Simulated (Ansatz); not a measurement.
**Si (Fd-3m), rigid cleavage**

Level of theory: Ansatz, DFT r2SCAN, scalar-relativistic, plane waves, PAW. Cutoff 500 eV, Γ-centred 8×8×3 k-points, Gaussian smearing of 0.05 eV. No spin polarisation. Energies are free energies at this smearing, counted from the undisturbed cell; pressure is positive in compression.

Reference structure (as given, not relaxed at this level; it stands at 0.7 GPa):

```
CELL_PARAMETERS angstrom
2.71547 -2.71547 0.00000
2.71547 0.00000 -2.71547
5.43094 5.43094 5.43094
ATOMIC_POSITIONS crystal
Si 0.66667 0.66667 0.54163
Si 0.00000 0.00000 0.20830
Si 0.33333 0.33333 0.87497
Si 0.66667 0.66667 0.79163
Si 0.00000 0.00000 0.45830
Si 0.33333 0.33333 0.12497
```

The cut lies on the cell's a–b face, a (1 1 1) plane (indices in the standard cell, whose axes needn't be the Cartesian ones shown) of area 12.77 Å², between layers 2.35 Å apart. Vector c is lengthened by d along the normal with the atoms' Cartesian places fixed: one unrelaxed cut a cell.

**Question.** Over the sampled range (-0.30 to 6.00), is the undisturbed cell the lowest point?

**Answer.** Yes, every other sampled point lies higher.

**Question.** Does the gap on the k-mesh survive along the scan?

**Answer.** It is 0.87 eV in the undisturbed cell and reads zero at d (Å) = 1.50, 2.00, 3.00. Where the gap reads zero the k-mesh, chosen for the insulator, is on the coarse side.

The scan:

```tsv
d (Å)	energy (J/m²)
-0.30	0.79
-0.15	0.17
0.00	0.00
0.25	0.24
0.50	0.74
0.75	1.30
1.00	1.81
1.50	2.62
2.00	3.10
3.00	3.42
4.50	3.46
6.00	3.46
```